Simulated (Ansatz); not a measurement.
# WS2: the cost of one run

The runs shown are made with Ansatz 0.2.0. PAW datasets, plane waves. No spin polarisation and no zero-point or thermal motion.

### Step 1. The structure to begin with

The unstrained cell was relaxed with r2SCAN+rVV10; in each strained cell the atoms were relaxed again with r2SCAN+rVV10. Names of k-points are those of the unstrained zone, where strain can split equivalent points. First state: +1.5 % equal strain in all directions.

The symmetry is R3m (No. 160, trigonal); a = 3.219 Å, c = 18.993 Å in the conventional setting, 18.94 Å³ an atom. Near W stand 6 S at 2.42 Å; near S stand 3 W at 2.42 Å.

Coordinates:

```xyz
3
Lattice="1.6097 0.9293 6.3310 -1.6097 0.9293 6.3310 0.0000 -1.8587 6.3310" Properties=species:S:1:pos:R:3 pbc="T T T"
W     0.0000    0.0000   -0.0001
S     0.0000    0.0000    7.8787
S     0.0000    0.0000    4.7835
```

From earlier runs on the unstrained cell: PBE 1.07 eV, r2SCAN 1.18 eV, HSE06 1.60 eV; a = 3.172 Å, c = 18.712 Å.

### Step 2. +1.5 % equal strain in all directions: PBE

File input.yaml:

```yaml
crystal:
  lattice:
    - [1.6096749932, 0.9293462906, 6.3310316931]
    - [-1.6096749932, 0.9293462906, 6.3310316931]
    - [0.0, -1.8586925812, 6.3310316931]
  atoms:
    - { symbol: W, position: [-7.5986e-06, -7.5986e-06, -7.5986e-06] }
    - { symbol: S, position: [0.4148217869, 0.4148217869, 0.4148217869] }
    - { symbol: S, position: [0.2518524784, 0.2518524784, 0.2518524784] }
kpoints:
  mp_grid: { grid: [10, 10, 10] }
  band_path:
    path:
      - [0.0, 0.0, 0.0]
      - [-0.5, -0.5, -0.5]
      - [-0.5, -0.1810319735, -0.8189680265]
      - [-0.1810319735, 0.1810319735, -0.5]
      - [0.0, 0.0, -0.5]
      - [0.0, 0.3405159867, -0.3405159867]
      - [-0.3405159867, 0.0, -0.6594840133]
      - [-0.5, 0.0, -0.5]
      - [-0.1629287761, 0.1629287761, -0.5]
      - [0.164062, 0.497396, -0.169271]
    npoints: 1
hamiltonian:
  xc: pbe
scf:
  occupations: { method: fermi_dirac, width: 0.02 }
  n_extra_bands: 4
output:
  forces: true
  stress: true
  eigenvalues: true
  write_density: true
  write_potential: true
  elf: true
  volumetric_format: npy
```

Started as:

```
$ ansatz run input.yaml --threads 4 --pin off --max-ram 4608MiB --backend cpu --events-out ev --progress --plain --runs-dir out
```

**Question.** How long does this run take on 4 threads of AMD EPYC (Zen 3), shared host, and how much memory does it need?

About 14 s, with a peak of 0.47 GiB.
